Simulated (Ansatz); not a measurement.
**WS2: density of states with r2SCAN+U**

WS2, a slab with vacuum:

```
W S
1.0
     3.18295    0.00000    0.00000
    -1.59148    2.75652    0.00000
     0.00000    0.00000   28.53222
W S
3 6
Direct
  0.66667 0.33333 0.43436
  0.66667 0.33333 0.88553
  0.00000 0.00000 0.65929
  0.66667 0.33333 0.60463
  0.00000 0.00000 0.37971
  0.00000 0.00000 0.83085
  0.66667 0.33333 0.71395
  0.00000 0.00000 0.48903
  0.00000 0.00000 0.94019
```

- Program: Ansatz 0.2.0
- Task: density of states
- Functional: r2SCAN
- Potentials or basis: Ansatz PAW
- Cutoff: 500 eV (not typed: the program's choice for these potentials)
- k mesh: 7 × 7 × 1
- Occupations: fermi-dirac, width 0.05 eV
- Spin: no spin polarisation
- Hubbard terms: W d U = 2 eV
- Hubbard projectors: ortho-atomic (the default)
- Double counting: fll (the default)

```json
{"Largest force": "0.027 eV/Å", "Band gap on the k mesh": "1.65 eV, indirect (least direct gap 2.44 eV)"}
```

Forces on the atoms (eV/Å):
```
W    0.000  0.000 -0.007
W    0.000  0.000 -0.002
W    0.000  0.000  0.004
S    0.000  0.000  0.021
S    0.000  0.000  0.009
S    0.000  0.000  0.027
S    0.000  0.000 -0.017
S    0.000  0.000 -0.025
S    0.000  0.000 -0.010
```

Levels at points of the mesh, in eV from the valence-band top:
| k point | band 36 | band 37 | band 38 | band 39 | band 40 | band 41 | band 42 | band 43 |
| --- | --- | --- | --- | --- | --- | --- | --- | --- |
| (0.00, 0.00, 0.00) | -1.97 | -0.71 | -0.31 | 0.00 | 2.75 | 2.75 | 2.75 | 2.75 |

States per cell in windows of 0.5 eV (zero at the valence-band top; states under -8 eV left out):
| from (eV) | total |
| --- | --- |
| -8.0 | 0.00 |
| -7.5 | 0.28 |
| -7.0 | 2.26 |
| -6.5 | 3.81 |
| -6.0 | 2.21 |
| -5.5 | 2.83 |
| -5.0 | 4.33 |
| -4.5 | 2.53 |
| -4.0 | 4.66 |
| -3.5 | 2.63 |
| -3.0 | 4.70 |
| -2.5 | 3.84 |
| -2.0 | 2.22 |
| -1.5 | 3.76 |
| -1.0 | 1.68 |
| -0.5 | 0.26 |
| 0.0 | 0.00 |
| 0.5 | 0.00 |
| 1.0 | 0.00 |
| 1.5 | 1.62 |
| 2.0 | 4.79 |
| 2.5 | 5.42 |
| 3.0 | 3.65 |
| 3.5 | 3.03 |
| 4.0 | 2.00 |
| 4.5 | 2.49 |
| 5.0 | 1.19 |
| 5.5 | 1.07 |
| 6.0 | 1.58 |
| 6.5 | 1.93 |
| 7.0 | 1.70 |
| 7.5 | 2.97 |

Eigenvalues of the final occupation matrices:
```
  site  spin  trace               eigenvalues
site 1     1   2.45  0.44 0.44 0.50 0.50 0.57
site 2     1   2.45  0.44 0.44 0.50 0.50 0.57
site 3     1   2.45  0.44 0.44 0.50 0.50 0.57
```

Run time: 23 s on 4 threads of Arm Neoverse V1, on a shared host, peak memory 1.5 GiB.

Caveat: odd divisions of the mesh miss points on the zone boundary, where band edges often lie, so the gap on the mesh can be too wide; spin-orbit coupling is left out, which moves the levels of the heavy elements; the PAW data sets come from PBE, with cores solved anew for the run's functional, which leaves a small shift of forces and pressure.
